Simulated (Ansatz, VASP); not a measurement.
# One calculation of Ni3Ge, two programs

File POSCAR:

```
Ni3Ge
1.0
    3.5303341067      0.0000000000      0.0000000000
    0.0000000000      3.5303341067      0.0000000000
    0.0000000000      0.0000000000      3.5303341067
Ni Ge
3 1
Direct
    0.5000000000      0.0000000000      0.5000000000
    0.0000000000      0.5000000000      0.5000000000
    0.5000000000      0.5000000000      0.0000000000
    0.0000000000      0.0000000000      0.0000000000
```

The input INCAR.step1:

```
  PREC = Accurate
  ENCUT = 520
  ISMEAR = 0
  SIGMA = 0.1
  LREAL = F
  LASPH = T
  NELM = 80
  NBANDS = 30
  GGA = PE
  ALGO = Normal
  EDIFF = 1E-4
  LWAVE = T
  LCHARG = F
```

File INCAR.step2:

```
  PREC = Accurate
  ENCUT = 520
  EDIFF = 1E-7
  ISMEAR = 0
  SIGMA = 0.1
  LREAL = F
  LASPH = T
  NELM = 80
  ALGO = Normal
  ISIF = 2
  LWAVE = F
  LCHARG = F
  METAGGA = R2SCAN
  LMIXTAU = T
  NBANDS = 30
  ISTART = 1
```

Contents of KPOINTS:

```
regular mesh
0
Gamma
  10 10 10
```

Input for Ansatz:

```yaml
crystal:
  lattice:
    - [3.5303341067, 0.0, 0.0]
    - [0.0, 3.5303341067, 0.0]
    - [0.0, 0.0, 3.5303341067]
  atoms:
    - { symbol: Ni, position: [0.5, 0.0, 0.5] }
    - { symbol: Ni, position: [0.0, 0.5, 0.5] }
    - { symbol: Ni, position: [0.5, 0.5, 0.0] }
    - { symbol: Ge, position: [0.0, 0.0, 0.0] }
basis:
  ecutwfc: 500
kpoints:
  mp_grid: { grid: [10, 10, 10] }
hamiltonian:
  xc: r2scan
scf:
  occupations: { method: gaussian, width: 0.1 }
output:
  forces: true
  stress: true
  eigenvalues: true
```

Alike in both runs: task single point; functional r2SCAN; k mesh 10 × 10 × 10; occupations gaussian, width 0.1 eV; no spin polarisation.

```csv
,VASP,Ansatz
version,VASP 6.6.1,Ansatz 0.2.0
potentials or method,"VASP PAW PBE potentials, release 64 (Ni, Ge_d)","scalar-relativistic, plane waves, PAW"
plane-wave cutoff (eV),520,500
valence electrons in the cell,44,68
```

VASP gave:

```
gap on the k mesh at the Fermi level (eV) : none
pressure (GPa)                            : 0.8
```

Task: Estimate Ansatz's values.

Result: gap on the k mesh at the Fermi level (eV): none; pressure (GPa): 0.4.

A gap of «none» marks a metal or a gap that the smearing closes. The two sets of potentials don't hold the same shells in valence.

Caveats: the PAW data sets were made with another functional, which shifts forces and pressure a little (VASP). Spin polarisation is off, so any magnetic state and its effect on volume and gap are missing.
